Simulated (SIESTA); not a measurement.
Mg under changes of volume

One of the cells (18.115 Å³/atom); the others are scaled copies at fixed shape and fractional positions:

```
Mg
1.0
    -1.70438    1.70438    1.55902
     1.70438   -1.70438    1.55902
     1.70438    1.70438   -1.55902
Mg
1
Direct
  0.00000 0.00000 0.00000
```

This isn't the form of Mg at room conditions, which is hcp.

```yaml
Program: SIESTA 5.4.2
Functional: LDA
Potentials_or_basis: SPMS 1.0 NC or PseudoDojo by element (PBE files)
Basis: TZTP (energy shift 0.002 Ry)
Grid_cutoff: 800 Ry
Energy_shift: 0.002 Ry
k_mesh: 11 × 11 × 11
Occupations: fermi-dirac, width 0.05 eV
Spin: no spin polarisation
```

```csv
volume (Å³/atom),energy over the lowest point (meV/atom),pressure (GPa)
17.028,?,?
17.391,168.77,19.1
17.753,127.69,17.3
18.115,90.53,15.6
18.478,56.98,14.1
18.840,26.87,12.6
19.202,0.00,11.2
```

Q: What does the run at 17.028 Å³/atom give?

A: Energy over the lowest point 214.15 meV/atom; pressure 21.1 GPa.

Worked out: A Birch-Murnaghan fit of order 3 (a polynomial in V^(-2/3)) to the other rows has no minimum within the range. It gives 214.19 meV/atom at 17.028 Å³/atom, against the run's 214.15, and -dE/dV = 21.0 GPa, against 21.1.

Energies are extrapolated to zero smearing.

Caveats: semicore shells carry a single zeta, which can move pressures by several GPa and volumes by a few percent; the potentials were made for another functional, which shifts forces and pressure; the basis of atomic orbitals isn't converged, which shifts pressures, moduli and gaps.
